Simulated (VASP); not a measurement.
# NaI: molecular dynamics with a monitored distance, by stops when the distance exceeds

NaI, Fm-3m (no. 225), 8 atoms in the cell. PBE, molecular dynamics; PAW potentials I, Na (PBE set).

| Stops when the distance exceeds (Å) | Largest distance met (Å) | Steps run | Mean temperature (K) | Time (s) |
|---|---|---|---|---|
| 3.431 | 3.257 | 80 | 621 | 191 |
| 5.178 | 3.257 | 80 | 621 | 238 |

Limits: 160 fs of 8 atoms are too short for converged averages; the distance is that to the nearest periodic copy, which so small a cell caps.

## Input of the first row

INCAR:
```
ALGO     = Normal         # electronic algorithm
ANDERSEN_PROB= 0.05         
EDIFF    = 1E-5           # SCF threshold, eV
ENCUT    = 200            # plane-wave cutoff, eV
GGA      = PE             # functional
IBRION   = 0              # ionic algorithm
ISIF     = 2              # what is computed and relaxed
ISMEAR   = 0              # smearing method
ISYM     = 0            
KPAR     = 2            
LASPH    = T              # aspherical terms in the spheres
LCHARG   = F              # write CHGCAR
LREAL    = Auto         
LWAVE    = F              # write WAVECAR
MDALGO   = 1            
NELM     = 60             # most SCF steps
NELMIN   = 4            
NSW      = 80             # ionic steps
POTIM    = 2.0            # step
PREC     = Normal         # precision mode
RANDOM_SEED= 263885 0 0   
SIGMA    = 0.05           # smearing width, eV
TEBEG    = 600          
TEEND    = 600          
VALUE_MAX= 3.431        
VALUE_MIN= 1.618         
```

KPOINTS:
```
k-points
0
Monkhorst-Pack
  2 2 2
```

ICONST:
```
R 1 8 7
```

POSCAR:
```
NaI
1.0
    6.4728000000      0.0000000000      0.0000000000
    0.0000000000      6.4728000000      0.0000000000
    0.0000000000      0.0000000000      6.4728000000
I Na
4 4
Direct
    0.5000000000      0.0000000000      0.0000000000
    0.5000000000      0.5000000000      0.5000000000
    0.0000000000      0.0000000000      0.5000000000
    0.0000000000      0.5000000000      0.0000000000
    0.0000000000      0.0000000000      0.0000000000
    0.0000000000      0.5000000000      0.5000000000
    0.5000000000      0.0000000000      0.5000000000
    0.5000000000      0.5000000000      0.0000000000
```

Commands:
```
cat potpaw_PBE.64/I/POTCAR potpaw_PBE.64/Na/POTCAR > POTCAR
mpirun -np 2 vasp_std > vasp.out
```

Changes of the last row against the first:
```
- VALUE_MAX = 3.431
+ VALUE_MAX = 5.178
```

VASP 6.6.1 took 191 s on 2 cores (Intel Xeon Platinum 8259CL @ 2.50GHz (Skylake/Cascade Lake)), a shared host.
